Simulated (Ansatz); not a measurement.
**In: properties at the relaxed cell**

The task here is to estimate one member of a computed series from the others.

Method: DFT PBE, scalar-relativistic, plane waves, PAW, in Ansatz 0.2.0.

1 further run of the same task is left out (set aside as unsound or not needed).

## The system as given

It takes space group I4/mmm (No. 139, tetragonal). Conventional cell: a = 3.390 Å, b = 3.390 Å, c = 4.785 Å, α = 90.00°, β = 90.00°, γ = 90.00°. In (site symmetry 4/mmm) is surrounded by 12 In at 3.39 Å.

Structure file:

```
CELL_PARAMETERS angstrom
-1.69510 1.69510 2.39225
1.69510 -1.69510 2.39225
1.69510 1.69510 -2.39225
ATOMIC_POSITIONS crystal
In 0.00000 0.00000 0.00000
```

This cell was relaxed beforehand with the same method: volume 27.50 Å³/atom, gap on the mesh none (metal).

The first run:

input.yaml reads:

```yaml
crystal:
  lattice:
    - [-1.6950972355, 1.6950972355, 2.3922503915]
    - [1.6950972355, -1.6950972355, 2.3922503915]
    - [1.6950972355, 1.6950972355, -2.3922503915]
  atoms:
    - { symbol: In, position: [0.0, 0.0, 0.0] }
basis:
  ecutwfc: 420
kpoints:
  mp_grid: { grid: [18, 18, 18] }
  band_path:
    path:
      - [[0.0, 0.0, 0.0], [0.0, 0.0, 0.5], [0.25, 0.25, 0.25], [0.0, 0.5, 0.0], [0.0, 0.0, 0.0], [0.5, 0.5, -0.5], [0.37552088, 0.62447912, -0.37552088]]
      - [[-0.37552088, 0.37552088, 0.37552088], [0.0, 0.0, 0.0]]
      - [[0.0, 0.0, 0.5], [-0.25104176, 0.25104176, 0.5]]
      - [[0.5, 0.5, -0.25104176], [0.5, 0.5, -0.5]]
    npoints: 14
hamiltonian:
  xc: pbe
scf:
  occupations: { method: gaussian, width: 0.1 }
  n_extra_bands: 6
output:
  forces: true
  stress: true
  eigenvalues: true
  populations: true
  dos: { projected: true, de: 0.02, nscf_kmesh: { grid: [27, 27, 27] } }
  bader: true
  write_density: true
  write_potential: true
  elf: true
  volumetric_format: npy
```

Run with:

```console
> ansatz run input.yaml --threads 1 --pin off --max-ram 2560MiB --backend cpu --events-out ev --progress --plain --runs-dir out
```

Steps of the session up to this table: Electronic structure at the relaxed geometry; Volume × 0.97; Volume × 1.03; Volume × 0.94; Point at V/V0 = 1.06.

One table of the session follows, with a row left open; its other results are not shown here.

It belongs to the step «Energy against volume». 

| volume (Å³/atom) | energy above the lowest point (meV/atom) | pressure (GPa) |
| --- | --- | --- |
| 25.845 | 12.4 | 2.60 |
| 26.670 | ? | ? |
| 27.495 | 0.0 | -0.02 |
| 28.320 | 2.7 | -1.01 |
| 29.145 | 10.1 | -1.82 |

Q: Estimate the row for volume (Å³/atom) = 26.670 from the others.

Worked estimate for «energy above the lowest point (meV/atom)». A straight line through the neighbours (25.845, 12.4) and (27.495, 0.0) gives 12.4 + (0.0 − 12.4) × (26.670 − 25.845) / (27.495 − 25.845) = 6.2; a parabola fitted to 3 rows on both sides gives 3.2.

As computed: energy above the lowest point (meV/atom): 2.8; pressure (GPa): 1.17. In «energy above the lowest point (meV/atom)» the line misses by +3.4 and the parabola by +0.4.
